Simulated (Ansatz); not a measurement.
Rows from a G0W0 calculation on MoS2/MoS2/MoS2 (multilayer of trigonal-prismatic sheets) (Ansatz 0.2.0; G0W0 on PBE, plane waves, PAW; 9×9×1 mesh, 614 empty bands, screening to 70 eV), in eV. Spin-orbit coupling is left out.

```
row      Σx     Σc     Vxc     Z
  A  -13.86  -3.77  -18.28  0.74
  B  -13.81  -4.01  -18.51  0.74
  C  -13.68  -3.65  -17.93  0.74
  D  -19.58   0.77  -18.96  0.74
  E  -19.17   1.06  -18.17  0.74
  F  -19.71   1.41  -18.40  0.72
```

Question: Which rows are filled states and which are empty ones, and how can one tell?

Filled: D, E and F. Empty: A, B and C. The sign of Σc tells: for a filled state bare exchange, which holds its interaction with itself, lies below Vxc (Σx − Vxc is -0.6 eV or lower here) and screening gives part back as a positive Σc. For an empty state Σx lies above Vxc (+4.2 eV or more) and the Coulomb hole leaves Σc negative.

[Paths, hosts, dates, memory and timing lines, banners, echoed tables and standing remarks are left out of the program output.]

[Logs are printed without paths, hosts, clocks, repeated set-up lines and the standing remarks that a program may print on its own settings, such as how far it seeks lower states.]

[Runs of the session that timed out or met a known fault of the program may be left out.]

[Cells called generated may have been cut or substituted from an entry of the Crystallography Open Database or the Materials Project.]

[Hosts, paths, dates, database ids (printed as entryN), source tags and the programs' standing remarks are cut or masked in the printed files.]
